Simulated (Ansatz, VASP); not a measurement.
## Mg4H: VASP beside Ansatz

```
CELL_PARAMETERS angstrom
5.48617 0.00000 0.00000
0.00000 5.48617 0.00000
0.00000 0.00000 5.48617
ATOMIC_POSITIONS crystal
Mg 0.50000 0.50000 0.50000
Mg 0.00000 0.50000 0.50000
Mg 0.50000 0.00000 0.50000
Mg 0.50000 0.50000 0.00000
H 0.00000 0.00000 0.00000
```

Change from the starting cell: species swapped into the Mn4N type (Pm-3m, No. 221).

Alike in both runs: functional PBE; k mesh 8 × 8 × 8; occupations gaussian, width 0.1 eV; no spin polarisation.

Ansatz relaxed the structure, and its values are those at the end. VASP's run is a single point on that final structure, the one shown.

|  | VASP | Ansatz |
| --- | --- | --- |
| version | VASP 6.6.1 | Ansatz 0.2.0 |
| potentials or method | VASP PAW PBE potentials, release 64 (Mg, H) | scalar-relativistic, plane waves, PAW |
| plane-wave cutoff (eV) | 520 | 420 |
| valence electrons in the cell | 9 | 41 |

|  | VASP | Ansatz | Ansatz less VASP |
| --- | --- | --- | --- |
| gap on the k mesh at the Fermi level (eV) | none | none | - |
| pressure (GPa) | 0.0 | 0.0 | +0.01 |

A gap of «none» marks a metal or a gap that the smearing closes. The two sets of potentials don't hold the same shells in valence.
